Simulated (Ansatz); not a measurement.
## How far is PAW off for Ni?

```xyz
1
Lattice="0.0000 1.7679 1.7679 1.7679 0.0000 1.7679 1.7679 1.7679 0.0000" Properties=species:S:1:pos:R:3 pbc="T T T"
Ni    0.0000    0.0000    0.0000
```

The conventional cell has a = 3.536 Å, b = 3.536 Å, c = 3.536 Å, α = 90.00°, β = 90.00°, γ = 90.00°. Around Ni (atom 1) lie 12 Ni at 2.50 Å.

The cell comes from COD entry 2100640, which wasn't checked; take it as a given geometry.

All numbers are computed: DFT, PBE, PAW with Ansatz's default frozen-core files, scalar-relativistic (Ansatz 0.2.0); DFT, PBE, all-electron LAPW, scalar-relativistic (Ansatz 0.2.0).

For PAW: a Γ-centred 20×20×20 k mesh, Fermi–Dirac smearing of 0.05 eV, cutoff 420 eV, spin-polarised from start moments Ni 1.5 μB. LAPW targets a basis error of 0.25 meV/atom. The Ansatz runs share mesh, smearing and spin set-up. Plane-wave (PAW) pressures include the program's estimate of the Pulay term.

Stress and pressure are positive in compression.

Levels count from the Fermi level.

PAW results:

```csv
quantity,PAW
pressure (GPa),-2.80
moment of the cell (μB),0.640
highest filled spin-up level at Γ (eV),-1.267
lowest empty spin-up level at Γ (eV),23.358
highest filled spin-up level at X (eV),-0.499
lowest empty spin-up level at X (eV),2.334
```

**Question.** What does full-potential LAPW give for the same quantities?

**Answer.** 
| quantity | LAPW |
| --- | --- |
| pressure (GPa) | -2.83 |
| moment of the cell (μB) | 0.640 |
| highest filled spin-up level at Γ (eV) | -1.263 |
| lowest empty spin-up level at Γ (eV) | 23.341 |
| highest filled spin-up level at X (eV) | -0.505 |
| lowest empty spin-up level at X (eV) | 2.327 |
